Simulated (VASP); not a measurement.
Os under changes of volume

One of the cells (15.010 Å³/atom); the others are scaled copies at fixed shape and fractional positions:

```xyz
1
Lattice="0.0000 1.9579 1.9579 1.9579 0.0000 1.9579 1.9579 1.9579 0.0000" Properties=species:S:1:pos:R:3 pbc="T T T"
Os    0.0000    0.0000    0.0000
```

This isn't the form of Os at room conditions, which is hcp.

```yaml
Program: VASP 6.6.1
Functional: r2SCAN
Potentials_or_basis: VASP PAW PBE potentials, release 64 (Os)
Cutoff: 520 eV
k_mesh: 12 × 12 × 12
Occupations: fermi-dirac, width 0.05 eV
Spin: no spin polarisation
```

| volume (Å³/atom) | energy over the lowest point (meV/atom) | pressure (GPa) |
| --- | --- | --- |
| 13.833 | 6.37 | 8.2 |
| 14.127 | 0.00 | -1.2 |
| 14.422 | ? | ? |
| 15.010 | 70.61 | -23.3 |
| 15.305 | 118.49 | -29.0 |
| 15.599 | 176.22 | -34.0 |

**Question.** What does the run at 14.422 Å³/atom give?

**Answer.** Energy over the lowest point 9.79 meV/atom; pressure -9.5 GPa.

Worked out: A Birch-Murnaghan fit of order 3 (a polynomial in V^(-2/3)) to the other rows has its minimum at 14.09 Å³/atom with B0 = V·E''(V) = 427 GPa and B' = 4.9. It gives 9.84 meV/atom at 14.422 Å³/atom, against the run's 9.79, and -dE/dV = -9.4 GPa, against -9.5.

Energies are extrapolated to zero smearing.

Caveats: the PAW data sets were made with another functional, which shifts forces and pressure a little (some runs); the cell as given lies far from equilibrium (some runs); the potentials were made for another functional, which shifts forces and pressure (some runs).
